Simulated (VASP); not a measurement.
Crystal: GaAs.

```xyz
2
Lattice="0.0000 2.8268 2.8268 2.8268 0.0000 2.8268 2.8268 2.8268 0.0000" Properties=species:S:1:pos:R:3 pbc="T T T"
As    4.2403    4.2403    4.2403
Ga    0.0000    0.0000    0.0000
```

- Program: VASP 6.6.1
- Task: relaxation of cell and atoms
- Functional: BEEF-vdW
- Potentials or basis: VASP PAW PBE potentials, release 64 (As, Ga_d)
- Cutoff: 600 eV
- k mesh: 8 × 8 × 8
- Occupations: fermi-dirac, width 0.05 eV
- Spin: no spin polarisation

At the start: pressure 4.5 GPa; volume 22.59 Å³/atom.

Where does the relaxation end?

Over 5 steps the energy falls by 20.7 meV/atom and the volume is 24.14 Å³/atom (+6.8 %); space group F-43m (No. 216, to 0.05 Å).

The path:
| step | energy change (eV) | largest force (eV/Å) | pressure (GPa) | volume (Å³) |
| --- | --- | --- | --- | --- |
| 1 | 0.0000 | 0.0000 | 4.51 | 45.18 |
| 2 | -0.0370 | 0.0000 | -1.19 | 49.47 |
| 3 | -0.0413 | 0.0000 | -0.07 | 48.33 |
| 4 | -0.0413 | 0.0000 | 0.18 | 48.26 |
| 5 | -0.0413 | 0.0000 | 0.03 | 48.27 |

Final structure:
```cif
data_structure
_symmetry_space_group_name_H-M 'P 1'
_symmetry_Int_Tables_number 1
_cell_length_a 4.0869
_cell_length_b 4.0869
_cell_length_c 4.0869
_cell_angle_alpha 60.000
_cell_angle_beta 60.000
_cell_angle_gamma 60.000
_cell_volume 48.27
loop_
_atom_site_label
_atom_site_type_symbol
_atom_site_fract_x
_atom_site_fract_y
_atom_site_fract_z
_atom_site_occupancy
As1 As 0.75000 0.75000 0.75000 1
Ga1 Ga 0.00000 0.00000 0.00000 1
```

Caveat: the PAW data sets were made with another functional, which shifts forces and pressure a little.
